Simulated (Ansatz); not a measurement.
# 2H-MoTe2 bilayer (2H stacking) in a perpendicular field, part 2 of 3

Aim: how the 2H-MoTe2 bilayer (2H stacking) screens a field along its normal, and what the field does to its bands. A positive field points along +c.

Ansatz 0.2.0; plane-wave DFT, PBE-D3(BJ), Ansatz PAW.

So far. Step 2 (Relaxing the slab): The lattice constant a goes from 3.550 to 3.500 Å.

### Step 3. Single point, field 0, start network

A sawtooth potential applies the field, turning back in the middle of the vacuum. With the dipole correction the typed value is the field outside the slab. The induced dipole is small, so the SCF threshold is tight.

The cell differs from the one that the last finished run ended in (c 52.648 → 28.485 Å).

Input file input.yaml:

```yaml
crystal:
  lattice:
    - [3.5003073275, 0.0, 0.0]
    - [-1.7501536638, 3.0313550667, 0.0]
    - [0.0, 0.0, 28.4849415547]
  atoms:
    - { symbol: Te, position: [0.3333333333, 0.6666666667, 0.3159564145] }
    - { symbol: Mo, position: [0.0, 0.0, 0.3797222732] }
    - { symbol: Te, position: [0.3333333333, 0.6666666667, 0.4435520994] }
    - { symbol: Te, position: [0.0, 0.0, 0.5564479006] }
    - { symbol: Mo, position: [0.3333333333, 0.6666666667, 0.6202777268] }
    - { symbol: Te, position: [0.0, 0.0, 0.6840435855] }
kpoints:
  mp_grid: { grid: [18, 18, 1] }
  band_path:
    path: [[0, 0, 0], [0.5, 0, 0], [0.33333333, 0.33333333, 0], [0, 0, 0]]
    npoints: 16
hamiltonian:
  xc: pbe
  dispersion: d3bj
scf:
  occupations: { method: fermi_dirac, width: 0.02585 }
  convergence: { dr2_threshold: 1.0e-10 }
efield:
  axis: 3
  dipole_correction: true
  ramp_position: 0.97
  ramp_width: 0.06
  amplitude: 0
output:
  dos: { projected: true, e_range: [-6, 5] }
  write_potential: true
  write_density: true
  volumetric_format: npy
  elf: true
```

Command:

```console
ansatz run input.yaml --threads 4 --pin off --max-ram 8192MiB --backend cpu --events-out ev --progress --plain --runs-dir out
```

Numbers of over 12 decimals in the logs are rounded to 6 here.

Output:

```text
[...]
Crystal: 6 atoms, lattice volume = 302.244 Å³
Basis set: ecut = 420 eV, 5885 PW (Γ)
Bands: 56, of which v1, the nominal top of the filled ones, is band 46 counted from 1 (45 counted from 0)
Symmetry: 6 space group operations
k-points: 37 of 324 (time reversal used)
[...]
SCF iter   1: F=—  HF=-37836.219557 eV  |F-HF|=—  |Δ(HF+E_count)|=         —  Δρ=3.37e-3  dr2=1.09e-1  ethr=1.77e-3  p=0.000 e·Å  D=2.11e-13 V/Å  ΔV_dip=-0.00 eV  dr2_dipole=1.08e-7  V_vac-E_F(+/−)=4.24/4.24 eV  ⟨swp⟩=11.9  Hψ=9621  notcnv=0  defer=10
efield: sawtooth ramp at fractional position 0.9700 (set: `efield.ramp_position`, or a place that a band, a saddle search or an elastic batch's reference lends), width 0.0600; the density the first Hamiltonian is built on has a dipole p = 0.000 e·Å; the dipole correction subtracts the counter field D = 2.11e-13 V/Å, which shifts the + side's vacuum level by -0.00 eV against the − side's; the planar-averaged density in the ramp window peaks in size at 3.7e-5 e/Å³
[...]
SCF iter   2: F=—  HF=-37836.224731 eV  |F-HF|=—  |Δ(HF+E_count)|=   5.17e-3  Δρ=2.12e-3  dr2=7.29e-2  ethr=1.19e-4  p=0.000 e·Å  D=4.50e-5 V/Å  ΔV_dip=-0.00 eV  dr2_dipole=5.65e-7  V_vac-E_F(+/−)=4.43/4.43 eV  ⟨swp⟩=3.1  Hψ=3306  notcnv=0  defer=114
[...]
SCF iter  13: F=-37836.223899 eV  HF=-37836.223899 eV  |F-HF|=3.64e-11  |Δ(HF+E_count)|=  1.46e-11  Δρ=4.85e-8  dr2=1.81e-11  ethr=1.00e-12  p=-0.000 e·Å  D=-8.14e-8 V/Å  ΔV_dip=0.00 eV  dr2_dipole=1.10e-12  V_vac-E_F(+/−)=4.26/4.26 eV  ⟨swp⟩=2.0  Hψ=4450  notcnv=0
SCF 1 converged in 13 iterations: F = -37836.223899 eV  dr2 = 1.81e-11
[...]
NSCF: frozen V_eff on 49 k-points
efield: sawtooth ramp at fractional position 0.9700 (kept from the solve that this one continues, or follows in the run), width 0.0600; the density the first Hamiltonian is built on has a dipole p = -0.000 e·Å; the dipole correction subtracts the counter field D = -8.14e-8 V/Å, which shifts the + side's vacuum level by +0.00 eV against the − side's; the planar-averaged density in the ramp window peaks in size at 6.0e-6 e/Å³
[...]
SCF converged after 13 iterations
Free energy (F): -37836.223899 eV
[...]
Internal energy: -37836.223899 eV  (E = F + TS)
E sigma→0 (E₀):  -37836.223899 eV
Fermi energy:    4.246525 eV
Dipole field:    D = 0.000001 V/Å  (p = 0.000002 e·Å, saw-weighted, corrected)
Work function:   Φ+ = 4.2590 eV   Φ− = 4.2590 eV
Levels:          The Fermi level and band energies are counted from a zero that moves with the ramp; work functions are not
[...]
--- Band table (eV; the first three rows and the last of 37) ---
  k-point 0: bands = [... 42 lower, 2.8689, 2.8689, 2.9564, 3.8374, 6.7820, 6.7820, 6.9012, 6.9012, ... 6 higher]
  k-point 1: bands = [... 42 lower, 2.8407, 2.9142, 2.9905, 3.8253, 6.5849, 6.6979, 6.7753, 6.8260, ... 6 higher]
  k-point 2: bands = [... 42 lower, 2.7832, 2.9737, 3.0202, 3.7303, 6.2169, 6.2489, 6.2903, 6.3612, ... 6 higher]
  k-point 36: bands = [... 42 lower, 1.8912, 1.8912, 3.5741, 3.7342, 4.8755, 4.8755, 5.1562, 5.7478, ... 6 higher]
```

Elapsed: 20 s, on 4 threads of AMD EPYC 9R14 (Zen 4), shared host; peak memory 1.1 GiB; 76 s of CPU time.

Reading the cycles: dr2 is the Hartree energy of the density residual (eV), the measure of convergence; HF is the Harris–Foulkes estimate of the energy, which meets the free energy F at convergence.

Numbers from this step:

| Item | Value |
| --- | --- |
| dipole along the normal | 1.78e-6 e·Å |
| gap along the path | 0.8303 eV |
| smallest direct gap along the path | 1.141 eV |
| ionisation energy, upper face | 4.668 eV |
| electron affinity, upper face | 3.838 eV |
| gap, the smaller of path and mesh | 0.8303 eV |

Running mean over a fixed 2.5 Å (it still follows the layers) of the planar mean; the ramp of the sawtooth is left out. Electron's electrostatic potential energy less the Fermi level against z:

| z (Å) | electron's electrostatic potential energy less the Fermi level (eV) |
| --- | --- |
| 3.5 | 4.26 |
| 4.0 | 4.26 |
| 4.5 | 4.26 |
| 5.0 | 4.25 |
| 5.5 | 4.24 |
| 6.0 | 4.18 |
| 6.5 | 3.95 |
| 7.0 | 3.05 |
| 7.5 | 1.56 |
| 8.0 | 0.560 |
| 8.5 | -1.09 |
| 9.0 | -2.94 |
| 9.5 | -5.38 |
| 10.0 | -7.42 |
| 10.5 | -8.65 |
| 11.0 | -8.80 |
| 11.5 | -7.86 |
| 12.0 | -6.00 |
| 12.5 | -3.58 |
| 13.0 | -1.66 |
| 13.5 | -0.218 |
| 14.0 | -0.348 |
| 14.5 | -0.328 |
| 15.0 | -0.252 |
| 15.5 | -1.71 |
| 16.0 | -3.65 |
| 16.5 | -6.06 |
| 17.0 | -7.90 |
| 17.5 | -8.82 |
| 18.0 | -8.63 |
| 18.5 | -7.37 |
| 19.0 | -5.31 |
| 19.5 | -2.88 |
| 20.0 | -1.04 |
| 20.5 | 0.593 |
| 21.0 | 1.60 |
| 21.5 | 3.09 |
| 22.0 | 3.97 |
| 22.5 | 4.19 |
| 23.0 | 4.24 |
| 23.5 | 4.25 |
| 24.0 | 4.26 |
| 24.5 | 4.26 |
| 25.0 | 4.26 |

The density of states has structure finer than the step of the table below, so its rows give means over 0.25 eV, whole bins alone (the curve runs from -6 to 2.41 eV). Peaks (eV: height): -4.070: 12.1, -3.770: 19.9, -1.810: 11.3, -1.260: 11.0, -0.900: 10.9, 1.030: 13.8, 1.200: 21.1.

Density of states against energy, zero at the Fermi level of the run, which the smearing sets inside the gap; means over each step:

energy (eV), density of states (states/eV a cell) and a bar:
```
    -5.75        2.4 #######
    -5.50        3.2 ##########
    -5.25        7.5 ######################
    -5.00        4.5 #############
    -4.75        3.4 ##########
    -4.50        2.3 #######
    -4.25        3.4 ##########
    -4.00        5.5 ################
    -3.75        6.8 ####################
    -3.50        4.0 ############
    -3.25        5.7 #################
    -3.00        5.4 ################
    -2.75        4.7 ##############
    -2.50        4.2 #############
    -2.25        7.9 ########################
    -2.00        7.2 #####################
    -1.75        7.4 ######################
    -1.50        6.0 ##################
    -1.25        5.4 ################
    -1.00        6.8 ####################
    -0.75        4.7 ##############
    -0.50        0.8 ###
    -0.25        0.0 
     0.00        0.0 
     0.25        0.0 
     0.50        1.4 ####
     0.75        4.7 ##############
     1.00        8.4 #########################
     1.25       10.1 ##############################
     1.50        6.8 ####################
     1.75        5.3 ################
     2.00        5.2 ###############
     2.25        3.0 #########
```

Projected DOS per atom over height of the atomic layer and energy from the Fermi level. Layers: Te Mo Te Te Mo Te from below.

Ten even steps from '0' (0.00 states/eV) to '9' (3.20 states/eV), each cell a mean:
```
111111
132231
261162
291192
040040
000000
000000
000000
141141
141141
242242
353353
243342
131131
232232
222222
323323
112211
111111
323323
213312
101101
```
Columns: height of the atomic layer (Å) from 9 to 19.5 (not evenly spaced); rows upwards: energy from the Fermi level (eV) from -5.96 to 2.41.

The electronic bands at the labelled points (eV, zero at the Fermi level of the run, which the smearing sets inside the gap):

| point | band 43 | band 44 | band 45 | band 46 | band 47 | band 48 | band 49 | band 50 |
| --- | --- | --- | --- | --- | --- | --- | --- | --- |
| Γ | -1.38 | -1.38 | -1.29 | -0.41 | 2.54 | 2.54 | 2.65 | 2.65 |
| halfway | -1.54 | -1.49 | -1.45 | -1.31 | 0.85 | 1.13 | 1.53 | 1.61 |
| M | -1.39 | -1.37 | -0.90 | -0.70 | 0.91 | 0.95 | 1.14 | 1.35 |
| halfway | -2.39 | -2.17 | -0.85 | -0.69 | 0.86 | 0.94 | 1.38 | 1.55 |
| K | -2.36 | -2.36 | -0.67 | -0.51 | 0.63 | 0.63 | 0.91 | 1.50 |
| halfway | -1.49 | -1.40 | -1.17 | -1.08 | 0.51 | 0.92 | 1.25 | 1.32 |
| Γ | -1.38 | -1.38 | -1.29 | -0.41 | 2.54 | 2.54 | 2.65 | 2.65 |

Valence density in the ca plane at fractional y = 0.667, with atoms of Te and Mo within 0.2 Å of it. It is the smooth field of the valence electrons, not physical close to the nuclei.

Ten steps, logarithmic in the rise over the least value, from '0' (0 e/Å³) to '9' (15 e/Å³), each cell a mean:
```
00000000000000000011112222221111100112332221
00000000000000000011111233221111000112332211
00000000000000000112222222222221100012222222
00000000000000001234432222223443210011222234
00000000000000001357863211235786321001112357
00000000000000002379984211237998421000112478
00000000000000001369974211236897421000112468
00000000000000001245643221224564311001122246
00000000000000000122322222222332110011222223
```
Columns run along c (16.0 Å, from fractional 0.07 to 0.63 of the cell), rows up along a (3.5 Å). Atoms in or near the plane, at fractional coordinates: Te at (0.32, 0.33), Te at (0.44, 0.33), Mo at (0.62, 0.33).

Electrostatic potential energy in the ca plane at fractional y = 0.667, with atoms of Te and Mo within 0.2 Å of it. With pseudopotentials it is smooth inside the atoms' cores, unlike the true potential.

Ten even steps from '0' (-17 eV) to '9' (19 eV), each cell a mean:
```
77777777777777666665555433455556666654223555
77777777777777666666665422355666666653113566
77777777777777666654455443455445666654334555
77777777777777666520014555542001466665555420
77777777777777665216731456521683156666665200
77777777777777665159980456515998146666665100
77777777777777665149960456513997046666665100
77777777777777666412302555530231256666555300
77777777777777666542235544554223566665445543
```
Columns run along c (16.0 Å, from fractional 0.07 to 0.63 of the cell; values clipped at the 3rd and 97th percentile), rows up along a (3.5 Å). Atoms in or near the plane, at fractional coordinates: Te at (0.32, 0.33), Te at (0.44, 0.33), Mo at (0.62, 0.33).

ELF in the ca plane at fractional y = 0.667, with atoms of Te and Mo within 0.2 Å of it. It is the smooth field of the valence electrons, not physical close to the nuclei.

Ten even steps from '0' (0.00) to '9' (0.84), each cell a mean:
```
00000000000000001234443222224443211377656643
00000000000000000112332123212332101477656653
00000000000000124566664222235665521267666532
00000000000002478875556522366556762135565334
00000000000014799852135532454214784101343368
00000000000025899730014532442001686100122486
00000000000025899740024532453002685101232377
00000000000013689864346532465445773113454347
00000000000001246776666322356666741246666422
```
Columns run along c (16.0 Å, from fractional 0.07 to 0.63 of the cell), rows up along a (3.5 Å). Atoms in or near the plane, at fractional coordinates: Te at (0.32, 0.33), Te at (0.44, 0.33), Mo at (0.62, 0.33).

The gap is 0.83 eV, with the valence edge 4.67 eV and the conduction edge 3.84 eV under the upper vacuum level. Spin-orbit coupling, left out in this run, matters for the bands of elements this heavy.

### Step 4. Atoms held, field 0.05 V/Å

input.yaml: that of step 3 with these lines changed.

```diff
@@ -28,5 +28,4 @@
   ramp_width: 0.06
-  amplitude: 0
+  amplitude: 0.05
 output:
-  dos: { projected: true, e_range: [-6, 5] }
   write_potential: true
@@ -34,2 +33 @@
   volumetric_format: npy
-  elf: true
```

Output:

```text
[...]
Crystal: 6 atoms, lattice volume = 302.244 Å³
Basis set: ecut = 420 eV, 5885 PW (Γ)
Bands: 56, of which v1, the nominal top of the filled ones, is band 46 counted from 1 (45 counted from 0)
Symmetry: 6 space group operations
k-points: 37 of 324 (time reversal used)
[...]
k-point 0: bands = [... 42 lower, 2.8749, 2.8749, 2.9567, 3.8374, 6.7806, 6.7806, 6.9019, 6.9019, ... 6 higher]
  k-point 1: bands = [... 42 lower, 2.8399, 2.9124, 2.9930, 3.8253, 6.5835, 6.6982, 6.7746, 6.8249, ... 6 higher]
  k-point 2: bands = [... 42 lower, 2.7830, 2.9680, 3.0258, 3.7302, 6.2116, 6.2499, 6.2925, 6.3627, ... 6 higher]
  k-point 36: bands = [... 42 lower, 1.8784, 1.9040, 3.5728, 3.7352, 4.8618, 4.8890, 5.1558, 5.7480, ... 6 higher]
[key lines of the parts left out:]
SCF converged after 16 iterations
Free energy (F): -37836.224827 eV
Fermi energy:    4.246270 eV
Dipole field:    D = 0.022209 V/Å  (p = 0.037096 e·Å, saw-weighted, corrected)
```

Elapsed: 20 s, on 4 threads; peak memory 1.1 GiB; 79 s of CPU time.

The dipole is 0.0371 e·Å, and the gap 0.830 eV.

### Step 5. Single point, field -0.05 V/Å

input.yaml: that of step 4 with these lines changed.

```diff
@@ -28,3 +28,3 @@
   ramp_width: 0.06
-  amplitude: 0.05
+  amplitude: -0.05
 output:
```

Output:

```text
[...]
Crystal: 6 atoms, lattice volume = 302.244 Å³
Basis set: ecut = 420 eV, 5885 PW (Γ)
Bands: 56, of which v1, the nominal top of the filled ones, is band 46 counted from 1 (45 counted from 0)
Symmetry: 6 space group operations
k-points: 37 of 324 (time reversal used)
[...]
k-point 0: bands = [... 42 lower, 2.8749, 2.8749, 2.9567, 3.8374, 6.7806, 6.7806, 6.9019, 6.9019, ... 6 higher]
  k-point 1: bands = [... 42 lower, 2.8399, 2.9124, 2.9930, 3.8253, 6.5835, 6.6982, 6.7746, 6.8249, ... 6 higher]
  k-point 2: bands = [... 42 lower, 2.7830, 2.9680, 3.0258, 3.7302, 6.2116, 6.2499, 6.2925, 6.3627, ... 6 higher]
  k-point 36: bands = [... 42 lower, 1.8784, 1.9040, 3.5728, 3.7352, 4.8618, 4.8890, 5.1558, 5.7480, ... 6 higher]
[key lines of the parts left out:]
SCF converged after 16 iterations
Free energy (F): -37836.224827 eV
Fermi energy:    4.246272 eV
Dipole field:    D = -0.022206 V/Å  (p = -0.037091 e·Å, saw-weighted, corrected)
```

It took 21 s on 4 threads; peak memory 1.1 GiB.

The dipole is -0.0371 e·Å, and the gap 0.830 eV.

### Step 6. Single point, field 0.1 V/Å

input.yaml: that of step 5 with these lines changed.

```diff
@@ -26,5 +26,5 @@
   dipole_correction: true
-  ramp_position: 0.97
-  ramp_width: 0.06
-  amplitude: -0.05
+  ramp_position: 0.9677
+  ramp_width: 0.0646
+  amplitude: 0.1
 output:
```

Output:

```text
[...]
Crystal: 6 atoms, lattice volume = 302.244 Å³
Basis set: ecut = 420 eV, 5885 PW (Γ)
Bands: 56, of which v1, the nominal top of the filled ones, is band 46 counted from 1 (45 counted from 0)
Symmetry: 6 space group operations
k-points: 37 of 324 (time reversal used)
[...]
k-point 0: bands = [... 42 lower, 2.8862, 2.8862, 2.9574, 3.8374, 6.7768, 6.7768, 6.9036, 6.9036, ... 6 higher]
  k-point 1: bands = [... 42 lower, 2.8374, 2.9077, 2.9997, 3.8253, 6.5794, 6.6988, 6.7724, 6.8220, ... 6 higher]
  k-point 2: bands = [... 42 lower, 2.7823, 2.9555, 3.0380, 3.7302, 6.1993, 6.2496, 6.2992, 6.3669, ... 6 higher]
  k-point 36: bands = [... 42 lower, 1.8655, 1.9165, 3.5691, 3.7381, 4.8479, 4.9022, 5.1544, 5.7486, ... 6 higher]
[key lines of the parts left out:]
SCF converged after 18 iterations
Free energy (F): -37836.227608 eV
Fermi energy:    4.245513 eV
Dipole field:    D = 0.044412 V/Å  (p = 0.074182 e·Å, saw-weighted, corrected)
```

The job ended after 21 s (4 threads; peak memory 1.1 GiB; 83 s of CPU time).

The dipole is 0.0742 e·Å, and the gap 0.828 eV.

### Step 7. Single point, field -0.1 V/Å

input.yaml: that of step 6 with these lines changed.

```diff
@@ -28,3 +28,3 @@
   ramp_width: 0.0646
-  amplitude: 0.1
+  amplitude: -0.1
 output:
```

Output:

```text
[...]
Crystal: 6 atoms, lattice volume = 302.244 Å³
Basis set: ecut = 420 eV, 5885 PW (Γ)
Bands: 56, of which v1, the nominal top of the filled ones, is band 46 counted from 1 (45 counted from 0)
Symmetry: 6 space group operations
k-points: 37 of 324 (time reversal used)
[...]
k-point 0: bands = [... 42 lower, 2.8862, 2.8862, 2.9574, 3.8374, 6.7768, 6.7768, 6.9036, 6.9036, ... 6 higher]
  k-point 1: bands = [... 42 lower, 2.8374, 2.9077, 2.9997, 3.8253, 6.5794, 6.6988, 6.7724, 6.8220, ... 6 higher]
  k-point 2: bands = [... 42 lower, 2.7823, 2.9555, 3.0380, 3.7302, 6.1993, 6.2496, 6.2992, 6.3669, ... 6 higher]
  k-point 36: bands = [... 42 lower, 1.8655, 1.9165, 3.5691, 3.7381, 4.8479, 4.9022, 5.1544, 5.7486, ... 6 higher]
[key lines of the parts left out:]
SCF converged after 17 iterations
Free energy (F): -37836.227608 eV
Fermi energy:    4.245511 eV
Dipole field:    D = -0.044412 V/Å  (p = -0.074182 e·Å, saw-weighted, corrected)
```

The job ended after 22 s (4 threads; peak memory 1.1 GiB).

The dipole is -0.0742 e·Å, and the gap 0.828 eV.

### Step 8. Atoms held, field 0.2 V/Å

input.yaml: that of step 7 with these lines changed.

```diff
@@ -28,3 +28,3 @@
   ramp_width: 0.0646
-  amplitude: -0.1
+  amplitude: 0.2
 output:
```

Output:

```text
[...]
Crystal: 6 atoms, lattice volume = 302.244 Å³
Basis set: ecut = 420 eV, 5885 PW (Γ)
Bands: 56, of which v1, the nominal top of the filled ones, is band 46 counted from 1 (45 counted from 0)
Symmetry: 6 space group operations
k-points: 37 of 324 (time reversal used)
[...]
k-point 0: bands = [... 42 lower, 2.9109, 2.9109, 2.9601, 3.8373, 6.7626, 6.7626, 6.9087, 6.9087, ... 6 higher]
  k-point 1: bands = [... 42 lower, 2.8511, 2.8960, 3.0203, 3.8251, 6.5642, 6.6985, 6.7638, 6.8139, ... 6 higher]
  k-point 2: bands = [... 42 lower, 2.7793, 2.9246, 3.0680, 3.7299, 6.1665, 6.2389, 6.3210, 6.3813, ... 6 higher]
  k-point 36: bands = [... 42 lower, 1.8394, 1.9413, 3.5556, 3.7487, 4.8194, 4.9279, 5.1492, 5.7510, ... 6 higher]
[key lines of the parts left out:]
SCF converged after 17 iterations
Free energy (F): -37836.238737 eV
Fermi energy:    4.242511 eV
Dipole field:    D = 0.088839 V/Å  (p = 0.148388 e·Å, saw-weighted, corrected)
```

Elapsed: 22 s, on 4 threads; peak memory 1.1 GiB.

The dipole is 0.148 e·Å, and the gap 0.822 eV.

### Step 9. Atoms held, field -0.2 V/Å

input.yaml: that of step 8 with these lines changed.

```diff
@@ -28,3 +28,3 @@
   ramp_width: 0.0646
-  amplitude: 0.2
+  amplitude: -0.2
 output:
```

Output:

```text
[...]
Crystal: 6 atoms, lattice volume = 302.244 Å³
Basis set: ecut = 420 eV, 5885 PW (Γ)
Bands: 56, of which v1, the nominal top of the filled ones, is band 46 counted from 1 (45 counted from 0)
Symmetry: 6 space group operations
k-points: 37 of 324 (time reversal used)
[...]
k-point 0: bands = [... 42 lower, 2.9109, 2.9109, 2.9601, 3.8373, 6.7626, 6.7626, 6.9087, 6.9087, ... 6 higher]
  k-point 1: bands = [... 42 lower, 2.8511, 2.8960, 3.0203, 3.8251, 6.5642, 6.6985, 6.7638, 6.8139, ... 6 higher]
  k-point 2: bands = [... 42 lower, 2.7793, 2.9246, 3.0680, 3.7299, 6.1665, 6.2389, 6.3210, 6.3813, ... 6 higher]
  k-point 36: bands = [... 42 lower, 1.8394, 1.9413, 3.5556, 3.7487, 4.8194, 4.9279, 5.1492, 5.7510, ... 6 higher]
[key lines of the parts left out:]
SCF converged after 18 iterations
Free energy (F): -37836.238737 eV
Fermi energy:    4.242511 eV
Dipole field:    D = -0.088838 V/Å  (p = -0.148387 e·Å, saw-weighted, corrected)
```

It took 20 s on 4 threads; peak memory 1.1 GiB; 77 s of CPU time.

The dipole is -0.148 e·Å, and the gap 0.822 eV.

(Continued in part 3 of 3.)

[Logs are printed without paths, hosts, clocks, repeated set-up lines and the standing remarks that a program may print on its own settings, such as how far it seeks lower states.]

[Hosts, paths, dates, database ids (printed as entryN), source tags and the programs' standing remarks are cut or masked in the printed files.]

[Maps of the electrostatic potential energy from Ansatz leave out the sawtooth potential of an applied field or a dipole correction, so their vacuum need not be flat; planar profiles and work functions include it.]

[The density of states shown here was stored with 400 of the rows of the run's finer table, so its peaks can read low, often by over a quarter, or be missed, and its means over a window can be off by a tenth or more.]
